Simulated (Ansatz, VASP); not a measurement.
## ZnS: VASP beside Ansatz

The input INCAR:

```
SYSTEM = ZnS
  PREC = Accurate
  ENCUT = 520
  EDIFF = 1E-6
  ISMEAR = 0
  SIGMA = 0.05
  LREAL = .False.
  LASPH = .True.
  NELM = 80
  ALGO = Normal
  ISIF = 2
  LWAVE = .False.
  LCHARG = .False.
  GGA = PE
  NBANDS = 26
```

KPOINTS

```
regular mesh
0
Gamma
  12 12 6
  0 0 0
```

POSCAR

```
ZnS
1.0
    3.6966688181      0.0000000000      0.0000000000
   -1.8483344091      3.3004217586      0.0000000000
    0.0000000000      0.0000000000      6.2340000000
Zn S
2 2
Direct
    0.3333333333      0.6666666667      0.0000000000
    0.6666666667      0.3333333333      0.5000000000
    0.3333333333      0.6666666667      0.3850000000
    0.6666666667      0.3333333333      0.8850000000
```

Input for Ansatz:

```yaml
crystal:
  lattice:
    - [3.6966688181, 0.0, 0.0]
    - [-1.8483344091, 3.3004217586, 0.0]
    - [0.0, 0.0, 6.234]
  atoms:
    - { symbol: Zn, position: [0.3333333333, 0.6666666667, 0.0] }
    - { symbol: Zn, position: [0.6666666667, 0.3333333333, 0.5] }
    - { symbol: S, position: [0.3333333333, 0.6666666667, 0.385] }
    - { symbol: S, position: [0.6666666667, 0.3333333333, 0.885] }
basis:
  ecutwfc: 420
kpoints:
  mp_grid: { grid: [12, 12, 6] }
hamiltonian:
  xc: pbe
scf:
  occupations: { method: gaussian, width: 0.05 }
output:
  forces: true
  stress: true
  eigenvalues: true
  write_density: true
  write_potential: true
  elf: true
  volumetric_format: npy
```

Change from the starting cell: strain -0.0300 x Voigt [1, 0, 0, 0, 0, 0], atoms carried along.

Alike in both runs: task single point; functional PBE; k mesh 12 × 12 × 6; occupations gaussian, width 0.05 eV; no spin polarisation.

```csv
,VASP,Ansatz
version,VASP 6.6.1,Ansatz 0.2.0
potentials or method,"VASP PAW PBE potentials, release 64 (Zn, S)","scalar-relativistic, plane waves, PAW"
plane-wave cutoff (eV),520,420
valence electrons in the cell,36,36
```

Ansatz gave:

- gap on the k mesh at the Fermi level (eV): 2.29
- least direct gap on the mesh (eV): 2.29
- pressure (GPa): 5.1
- largest component of the traceless stress (GPa): 3.59
- rms of the force components (eV/Å): 0.295

Question: Which values does VASP return?

Answer: gap on the k mesh at the Fermi level (eV): 2.30; least direct gap on the mesh (eV): 2.30; pressure (GPa): 5.3; largest component of the traceless stress (GPa): 3.61; rms of the force components (eV/Å): 0.298.

Atom by atom the forces differ by 0.003 eV/Å (rms over components).

A k mesh can miss the band edges.
